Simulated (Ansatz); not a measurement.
**Au(111) / 3 layers Ti(0001) / Au(111): resistance against film thickness**

Wanted: interface resistance and thickness dependence for Au(111) / 3 layers Ti(0001) / Au(111).

Method: Ansatz plane-wave DFT, LDA, PAW files; ballistic transport by layer matching (Landauer), zero bias, in Ansatz 0.2.0.

## 1. The starting structure

The cell holds 11 atoms: 8 Au and 3 Ti. Cell: a = 2.884 Å, b = 2.884 Å, c = 26.192 Å, α = 90.0°, β = 90.0°, γ = 120.0°. It derives from Au and Ti. Regions: lead, 8 atoms (8 Au); films, 3 atoms (3 Ti). The structure is stacked along c, and the current runs across the ab planes.

## 2. With 3 layers

The film is laid into the lead at the lead's in-plane lattice, and the cell closes on the lead's own image. The mesh across the current, 30×30, is finer than the density's, because channels open and close sharply across the zone. Energies from -1 to 1 eV in steps of 0.036 eV cover the slope of the Fermi function at 300 K, so the program can form a conductance.

The input, input.yaml:

```yaml
crystal:
  lattice:
    - [2.8837582304, 0.0, 0.0]
    - [-1.4418791152, 2.4974078859, 0.0]
    - [0.0, 0.0, 26.1922599811]
  atoms:
    - { symbol: Au, position: [0.0, 0.0, 0.0449479872] }
    - { symbol: Au, position: [0.3333333333, 0.6666666667, 0.1348439617] }
    - { symbol: Au, position: [0.6666666667, 0.3333333333, 0.2247399362] }
    - { symbol: Au, position: [0.0, 0.0, 0.3146359107] }
    - { symbol: Ti, position: [0.3333333333, 0.6666666667, 0.4063892653] }
    - { symbol: Ti, position: [0.6666666667, 0.3333333333, 0.5] }
    - { symbol: Ti, position: [0.3333333333, 0.6666666667, 0.5936107347] }
    - { symbol: Au, position: [0.6666666667, 0.3333333333, 0.6853640893] }
    - { symbol: Au, position: [0.0, 0.0, 0.7752600638] }
    - { symbol: Au, position: [0.3333333333, 0.6666666667, 0.8651560383] }
    - { symbol: Au, position: [0.6666666667, 0.3333333333, 0.9550520128] }
kpoints:
  mp_grid: { grid: [15, 15, 1] }
hamiltonian:
  xc: lda
scf:
  occupations: { method: fermi_dirac, width: 0.1 }
output:
  transmission: { leads: [[0, 1]], kmesh: [30, 30], e_range: [-1.0, 1.0], de: 0.036 }
  write_potential: true
  write_density: true
  volumetric_format: npy
  elf: true
```

Launch:

```bash
ansatz run input.yaml --threads 4 --pin off --max-ram 8192MiB --backend cpu --events-out ev --progress --plain --runs-dir out
```

Numbers of over 12 decimals in the logs are rounded to 6 here.

What it wrote:

```text
Engine: ansatz 0.2.0, aarch64-unknown-linux-gnu
Pseudopotentials: kind: paw
Pseudopotential: Au, paw, valence charge 19, recommended cutoff 420 eV (normal), Au.paw.azcp
Pseudopotential: Ti, paw, valence charge 12, recommended cutoff 420 eV (normal), Ti.paw.azcp
Functional definition: SPW92
  exchange = slater_x
  correlation = pw_c
Crystal: 11 atoms, lattice volume = 188.635 Å³
Basis set: ecut = 420 eV, 3687 PW (Γ)
Bands: 113, of which v1, the nominal top of the filled ones, is band 94 counted from 1 (93 counted from 0)
Symmetry: 6 space group operations
Space group: P3m1 (ITA 156), of the structure as read, at distance tolerance 5.7e-5 Å
k-points: 27 of 225 (time reversal used)
Non-local potential: Au, projectors of the file, l = 0: 3, l = 1: 2, l = 2: 2, l = 3: 1
Non-local potential: Ti, projectors of the file, l = 0: 3, l = 1: 2, l = 2: 3, l = 3: 1
PAW form: soft (Blöchl's): semilocal exchange-correlation on the pseudo side does not see the compensation charge
PAW frozen core: Au, regenerated for the run's functional, and the local potential with it (the file was generated under x = pbe(κ = 0.804, μ = 0.219515), c = pbe(β = 0.066725))
PAW frozen core: Ti, regenerated for the run's functional, and the local potential with it (the file was generated under x = pbe(κ = 0.804, μ = 0.219515), c = pbe(β = 0.066725))
PAW one-centre angular grid: Au, 590 points (default); XC on 64 Gauss nodes
PAW one-centre angular grid: Ti, 590 points (default); XC on 64 Gauss nodes
Initial density: superposition of atomic densities (neutral atoms: chi_scale 0, normalization atom), corrected by the library's trained network
Initial wavefunctions: pseudopotential atomic-orbital guess
Functional: x = slater, c = lda
SCF iter   1: F=—  HF=-110271.152157 eV  |F-HF|=—  |Δ(HF+E_count)|=         —  Δρ=1.51e-2  dr2=1.44e1  ethr=1.77e-3  ⟨swp⟩=3.8  Hψ=8592  notcnv=0  defer=17
preconditioner: auto → Kerker (q_TF=auto, 2.727 Å⁻¹)  [metal: Δε(μ)=0.016 eV  Ē_g=6.451 eV  σ=0.100 eV  W_gap=0.04  n_scr=76 (ndim 8)  ℏωp=27.0 eV  f_vac=0.000  D(μ)=7.63/eV (n_scr^D=76)]
SCF iter   2: F=—  HF=-110271.062129 eV  |F-HF|=—  |Δ(HF+E_count)|=   9.00e-2  Δρ=8.57e-3  dr2=6.82e0  ethr=1.77e-3  ⟨swp⟩=1.0  Hψ=3511  notcnv=0  defer=27
SCF iter   3: F=—  HF=-110270.989528 eV  |F-HF|=—  |Δ(HF+E_count)|=   7.26e-2  Δρ=1.75e-3  dr2=6.82e-1  ethr=1.77e-3  ⟨swp⟩=1.0  Hψ=2983  notcnv=0  defer=27
SCF iter   4: F=—  HF=-110270.980857 eV  |F-HF|=—  |Δ(HF+E_count)|=   8.67e-3  Δρ=9.56e-4  dr2=2.51e-2  ethr=3.63e-4  ⟨swp⟩=1.0  Hψ=3510  notcnv=0  defer=38
SCF iter   5: F=—  HF=-110270.979592 eV  |F-HF|=—  |Δ(HF+E_count)|=   1.26e-3  Δρ=2.91e-4  dr2=5.70e-3  ethr=1.34e-5  ⟨swp⟩=1.0  Hψ=2986  notcnv=0  defer=38
SCF iter   6: F=—  HF=-110270.979417 eV  |F-HF|=—  |Δ(HF+E_count)|=   1.76e-4  Δρ=8.08e-5  dr2=2.78e-4  ethr=3.03e-6  ⟨swp⟩=1.0  Hψ=2986  notcnv=0  defer=38
SCF iter   7: F=—  HF=-110270.979410 eV  |F-HF|=—  |Δ(HF+E_count)|=   6.56e-6  Δρ=3.98e-5  dr2=4.90e-5  ethr=1.48e-7  ⟨swp⟩=1.0  Hψ=2987  notcnv=0  defer=38
SCF iter   8: F=—  HF=-110270.979534 eV  |F-HF|=—  |Δ(HF+E_count)|=   1.24e-4  Δρ=1.58e-5  dr2=4.28e-6  ethr=2.61e-8  ⟨swp⟩=1.1  Hψ=2989  notcnv=0  defer=38
SCF iter   9: F=—  HF=-110270.979534 eV  |F-HF|=—  |Δ(HF+E_count)|=   2.99e-7  Δρ=5.30e-6  dr2=6.47e-7  ethr=2.28e-9  ⟨swp⟩=1.9  Hψ=3184  notcnv=0  defer=38
SCF iter  10: F=-110270.979534 eV  HF=-110270.979534 eV  |F-HF|=2.95e-8  |Δ(HF+E_count)|=   3.53e-8  Δρ=2.01e-6  dr2=3.21e-8  ethr=5.32e-11  ⟨swp⟩=7.8  Hψ=7106  notcnv=0
SCF 1 converged in 10 iterations: F = -110270.979534 eV  dr2 = 3.21e-8
  greatest PAW one-centre occupation: 1.003 electrons in one spin orbital (limit 2), on the Au atom at site 3 (counted from 0), in its partial waves of l = 0
transmission: 377 of 3731 steps passed
transmission: 750 of 3731 steps passed
[...]
transmission: 3731 of 3731 steps passed
SCF converged after 10 iterations
Free energy (F): -110270.979534 eV
Harris-Foulkes:  -110270.979534 eV  (|F-HF|=2.95e-8)
Internal energy: -110270.755160 eV  (E = F + TS)
E sigma→0 (E₀):  -110270.867347 eV
Entropy (-TS):   -0.224374 eV (-20.398 meV/atom)
Fermi energy:    18.308007 eV
--- Per-component energies (eV) ---
  E_band       = -2315.756718
  E_kinetic    = 5654.106176
  E_local      = -31982.662859  (includes V_loc(G=0)·N_el)
  E_nonlocal   = 684.940849
  E_hartree    = 14670.938411
  E_xc         = -2103.528715
  E_vxc        = -2564.831441  (∫ρ·V_xc dr)
  E_paw        = -78382.703388  (= ΣΔE_a)
  E_vpaw       = -3449.196610  (= ΣTr[D̂ρ^β])
  E_aug_tail   = 0.011051  (compensation charges beyond the density's cutoff)
  E_ewald      = -18817.016277
  E_core_change = 5.159592  (= ΣΔE_core)
  E_smearing   = -0.224374  (= −TS)
  E_closure    = -0.000000  (closes the sum)
  Σ components = -110270.979534   (vs F -110270.979534, Δ=0.00e0)
--- Band table (eV; the first three rows and the last of 27) ---
  k-point 0: bands = [... 90 lower, 15.9869, 16.1671, 16.2359, 16.2359, 17.1118, 17.4032, 18.2740, 18.5740, ... 15 higher]
  k-point 1: bands = [... 90 lower, 15.9963, 16.1819, 16.2456, 16.6931, 17.4274, 17.9141, 18.2086, 18.5864, ... 15 higher]
  k-point 2: bands = [... 90 lower, 16.2440, 16.2711, 16.5505, 17.1583, 17.9689, 18.1523, 18.5392, 18.7455, ... 15 higher]
  k-point 26: bands = [... 90 lower, 18.2191, 18.2846, 18.5919, 18.6964, 19.6918, 20.4044, 20.5755, 20.7567, ... 15 higher]
--- Transmission ---
  basis      : 61 plane waves across, 41 finite elements along
  points     : 91, standing for a mesh of 30 x 30
  filling    : by the input's occupations and mesh, since the crystals that have channels conduct as metals do. If one of these is a semiconductor, that mesh has misplaced its level
  energies   : 56 from -1.000000 to 0.980000 eV about the Fermi level, 0.036000 eV apart; the leads are filled to 0.000000 eV, and channels, transmission and decay are at 0.008000 eV
  crystal 0  : Au1, at the sites [0, 1], period 2.3546 Å, over 18.84 Å; its Hamiltonian steps by up to 5.9 meV
    offset         : up to 0.0000 Å between an atom of the period and one for which it stands
    filled         : 26.4 meV over the level at which it is neutral
    channels       : 7.966667e-1 a spin
    conductance    : 8.5437e14 S/m² at 300 K; may be off by some 0.0 % by where its bands' edges are placed, 4.1 % from the k-mesh, 0.3 % from the distance to neutral
    slowest decay  : 0.0836 /Å at (0.0667, 0.0000)
  junction   : crystal 0 to crystal 0, 0.70 to 24.54 Å
    transmission   : 1.957474e-1 a spin
    conductance    : 1.9540e14 S/m² at 300 K (1.6787e14 on every other point, 1.9523e14 on every other energy)
    error estimate : 0.1 % from the energy spacing and 0.0 % from band edges of the leads and from resonances (wavevectors taken as independent; lower de), 12.3 % from the k-mesh, 4.1 % from the steps of its leads' Hamiltonians or their offsets (lay more layers), 0.9 % from the distance to neutral
    resistance     : 3.9473e-3 Ω µm² beyond half of each lead's own
```

Wall time 1.8 min (4 threads of Arm Neoverse V2, shared host); peak memory 0.94 GiB; 6.6 min of CPU time.

The column dr2 measures how far the density is from self-consistency, as an energy; F and HF (Harris–Foulkes) agree once it is small.

Numbers from this step:

```
free energy                                                                : -110270.9795 eV
energy at zero smearing                                                    : -110270.8673 eV
Fermi energy                                                               : 18.31 eV
cell area                                                                  : 7.202 Å²
step of the lead's potential                                               : 5.9 meV
ballistic conductance of the lead                                          : 8.54e14 S/m²
estimated errors of the lead's conductance                                 : 0, 4.1, 0.3 % (band edges, k-mesh, distance from neutral)
lead conductance per cell                                                  : 0.7941 G₀
conductance of the junction                                                : 1.95e14 S/m²
junction conductance per cell                                              : 0.1816 G₀
estimated errors of the junction's conductance                             : 0.1, 0, 12.3, 4.1, 0.9 % (energy step, band edges, k-mesh, leads' steps, distance from neutral)
area resistance that the stack adds (contact term taken off, spin by spin) : 3.947 fΩ m²
```

Per spin. Table of transmission, zone mean by energy, zero at the Fermi level:

energy (eV), transmission, zone mean and a bar from the least value:
```
   -1.000      0.147 #
   -0.964      0.135 
   -0.892      0.153 ##
   -0.856      0.163 ###
   -0.784      0.182 ######
   -0.748      0.194 #######
   -0.676      0.230 ###########
   -0.640      0.249 ##############
   -0.568      0.287 ##################
   -0.532      0.321 ######################
   -0.460      0.365 ############################
   -0.424      0.377 #############################
   -0.352      0.385 ##############################
   -0.316      0.364 ############################
   -0.244      0.304 ####################
   -0.208      0.259 ###############
   -0.136      0.201 ########
   -0.100      0.200 ########
   -0.028      0.171 ####
    0.008      0.196 #######
    0.080      0.179 #####
    0.116      0.196 #######
    0.188      0.227 ###########
    0.224      0.249 ##############
    0.296      0.277 #################
    0.332      0.293 ###################
    0.404      0.333 ########################
    0.440      0.381 ##############################
    0.476      0.384 ##############################
    0.512      0.366 ############################
    0.548      0.354 ##########################
    0.620      0.268 ################
    0.656      0.232 ############
    0.728      0.194 #######
    0.764      0.201 ########
    0.836      0.213 #########
    0.872      0.238 ############
    0.944      0.263 ###############
    0.980      0.269 ################
```

Per spin. The open channels, zone mean, lead by energy, zero at the Fermi level:

| energy (eV) | open channels, zone mean, lead |
| --- | --- |
| -1.000 | 0.657 |
| -0.892 | 0.683 |
| -0.820 | 0.697 |
| -0.712 | 0.73 |
| -0.640 | 0.723 |
| -0.532 | 0.737 |
| -0.424 | 0.75 |
| -0.352 | 0.763 |
| -0.244 | 0.783 |
| -0.136 | 0.783 |
| -0.064 | 0.783 |
| 0.008 | 0.797 |
| 0.044 | 0.797 |
| 0.116 | 0.783 |
| 0.224 | 0.843 |
| 0.332 | 0.837 |
| 0.404 | 0.837 |
| 0.512 | 0.837 |
| 0.620 | 0.837 |
| 0.692 | 0.837 |
| 0.800 | 0.863 |
| 0.872 | 0.877 |
| 0.980 | 0.873 |

Transmission over k1 and k2. At 0.0080 eV from the Fermi level.

Values, 12 rows by 16 columns, each cell a mean:
```
0.852 0.730 0.354 0.044 0.007 0.021 0.215 0.565 0.753 0.701 0.079 0.000 0.000 0.000 0.013 0.336
0.530 0.288 0.128 0.030 0.036 0.021 0.038 0.065 0.200 0.388 0.301 0.019 0.000 0.000 0.000 0.000
0.019 0.011 0.024 0.052 0.171 0.319 0.339 0.264 0.081 0.035 0.018 0.014 0.005 0.000 0.000 0.000
0.065 0.009 0.025 0.139 0.480 0.245 0.246 0.232 0.250 0.340 0.069 0.011 0.011 0.058 0.000 0.000
0.679 0.117 0.036 0.152 0.556 0.085 0.066 0.057 0.065 0.210 0.421 0.151 0.028 0.171 0.555 0.351
0.779 0.500 0.099 0.070 0.372 0.093 0.066 0.000 0.008 0.051 0.138 0.312 0.087 0.077 0.442 0.807
0.733 0.774 0.319 0.039 0.156 0.404 0.145 0.058 0.014 0.041 0.071 0.284 0.347 0.052 0.120 0.606
0.364 0.137 0.315 0.053 0.033 0.119 0.416 0.231 0.081 0.072 0.082 0.301 0.404 0.065 0.019 0.122
0.014 0.000 0.000 0.010 0.009 0.015 0.073 0.262 0.269 0.427 0.441 0.413 0.234 0.070 0.016 0.005
0.059 0.000 0.000 0.000 0.005 0.072 0.076 0.052 0.051 0.114 0.121 0.117 0.054 0.032 0.049 0.080
0.514 0.007 0.000 0.000 0.000 0.041 0.541 0.569 0.315 0.099 0.022 0.015 0.014 0.093 0.325 0.627
0.660 0.495 0.248 0.028 0.009 0.096 0.542 0.756 0.754 0.702 0.328 0.033 0.014 0.196 0.735 0.843
```
Columns: k1 (b1) from -0.5 to 0.467; rows upwards: k2 (b2) from -0.5 to 0.467.

Open channels over k1 and k2. At 0.0080 eV from the Fermi level.

Ten even steps from '_' (0.00) to '@' (1.00), each cell a mean:
```
@@@@@@@@@@@@@@@@@@@@@@@@@@@@@@@@@@@@@@__________________##@@
@@@@@@@@@@@@@@@@@@@@@@@@@@@@@@@@@@@@@@____________________==
@@@@@@@@@@@@@@@@@@@@@@@@@@@@@@@@@@@@@@##____________________
@@@@@@@@@@@@@@@@@@@@@@@@@@@@@@@@@@@@@@@@@@--________________
@@@@@@@@@@@@@@@@@@@@@@@@@@@@@@@@@@@@@@@@@@@@**______________
@@@@@@@@@@@@@@@@@@@@@@@@@@@@@@@@@@@@@@@@@@@@@@%%..__________
@@@@@@@@@@@@@@@@@@@@@@@@@@@@@@@@@@@@@@@@@@@@@@@@@@--________
@@@@@@@@@@@@@@@@@@@@@@@@@@@@@@@@@@@@@@@@@@@@@@@@@@@@**______
@@@@@@@@@@@@@@@@@@@@@@@@@@######@@@@@@@@@@@@@@@@@@@@@@@@@@@@
@@@@@@@@@@@@@@@@@@@@@@@@@@______++@@@@@@@@@@@@@@@@@@@@@@@@@@
@@@@@@@@@@@@@@@@@@@@@@@@@@________::@@@@@@@@@@@@@@@@@@@@@@@@
@@@@@@@@@@@@@@@@@@@@@@@@@@@@::______@@@@@@@@@@@@@@@@@@@@@@@@
@@@@@@@@@@@@@@@@@@@@@@@@@@@@@@++++++@@@@@@@@@@@@@@@@@@@@@@@@
@@......@@@@@@@@@@@@@@@@@@@@@@@@@@@@@@@@@@@@@@@@@@@@@@@@@@@@
@@________**@@@@@@@@@@@@@@@@@@@@@@@@@@@@@@@@@@@@@@@@@@@@@@@@
@@__________--@@@@@@@@@@@@@@@@@@@@@@@@@@@@@@@@@@@@@@@@@@@@@@
@@____________..%%@@@@@@@@@@@@@@@@@@@@@@@@@@@@@@@@@@@@@@@@@@
@@________________++@@@@@@@@@@@@@@@@@@@@@@@@@@@@@@@@@@@@@@@@
@@__________________--@@@@@@@@@@@@@@@@@@@@@@@@@@@@@@@@@@@@@@
@@..____________________@@@@@@@@@@@@@@@@@@@@@@@@@@@@@@@@@@@@
@@@@==__________________@@@@@@@@@@@@@@@@@@@@@@@@@@@@@@@@@@@@
@@@@@@##################@@@@@@@@@@@@@@@@@@@@@@@@@@@@@@@@@@@@
```
Columns: k1 (b1) from -0.5 to 0.467; rows upwards: k2 (b2) from -0.5 to 0.467.

Valence density in the ca plane at fractional y = 0.333, with atoms of Au and Ti within 0.2 Å of it. It is the smooth field of the valence electrons, not physical close to the nuclei.

Ten steps, logarithmic in the rise over the least value, from '0' (0 e/Å³) to '9' (14 e/Å³), each cell a mean:
```
21011222113676421222210011110125652101111113
10000111125898631111100001111158874111111125
00000111136999731111000001111268985111111125
10001111125898631111100001111147874111111124
21112332113566421233210011110124542101111113
43113443211232111344321123210011111001232001
53223554211111111355421123310001110001332101
42113443211333211344321122210011211001221001
```
Columns run along c (16.0 Å, from fractional 0.06 to 0.67 of the cell), rows up along a (2.9 Å). Atoms in or near the plane, at fractional coordinates: Au at (0.22, 0.67), Ti at (0.50, 0.67).

Electrostatic potential energy in the ca plane at fractional y = 0.333, with atoms of Au and Ti within 0.2 Å of it. With pseudopotentials it is smooth inside the atoms' cores, unlike the true potential.

Values in eV, 5 rows by 16 columns, each cell a mean:
```
 19  19  17  12 -21   6  17  18  19  16  17  -8   3  18  16  14
 21  21  20   5 -26  -3  20  21  21  20  15 -18  -6  20  20   8
 19  19  17  12 -21   6  17  18  19  16  17  -9   3  18  16  14
 10  13   3  19  14  19   6   9  15   5  18  15  17  14   6  18
 10  13   3  19  14  19   6   9  15   5  18  15  17  14   6  18
```
Columns run along c (16.0 Å, from fractional 0.06 to 0.67 of the cell; values clipped at the 3rd and 97th percentile), rows up along a (2.9 Å). Atoms in or near the plane, at fractional coordinates: Au at (0.22, 0.67), Ti at (0.50, 0.67).

ELF in the ca plane at fractional y = 0.333, with atoms of Au and Ti within 0.2 Å of it. It is the smooth field of the valence electrons, not physical close to the nuclei.

Ten even steps from '0' (0.06) to '9' (0.74), each cell a mean:
```
22112232223566422223232111234115751243211244
11011222225787632122222235775157474157654445
11001111235898632111112357995165065268875545
21111222225787532222222234565147573156543444
32112332223565422233332111223214541232111234
43223443212233212344433113202421113421231023
43223554211222112455443124202553235520341012
43223443212333212344333112112421112421221023
```
Columns run along c (16.0 Å, from fractional 0.06 to 0.67 of the cell), rows up along a (2.9 Å). Atoms in or near the plane, at fractional coordinates: Au at (0.22, 0.67), Ti at (0.50, 0.67).

The lead's potential steps by 5.9 meV from period to period, small in itself. The program estimates the junction's conductance to 12 % from the k-mesh, 0.9 % from the leads' distance from neutral and 4.1 % from their steps.

By hand: 1/G − 1/G_lead = 1/0.1954 − 1/0.8544 = 3.95 fΩ m² with G in 10¹⁵ S/m².

(Part 1 of 2 ends here.)

[Logs are printed without paths, hosts, clocks, repeated set-up lines and the standing remarks that a program may print on its own settings, such as how far it seeks lower states.]

[Hosts, paths, dates, database ids (printed as entryN), source tags and the programs' standing remarks are cut or masked in the printed files.]
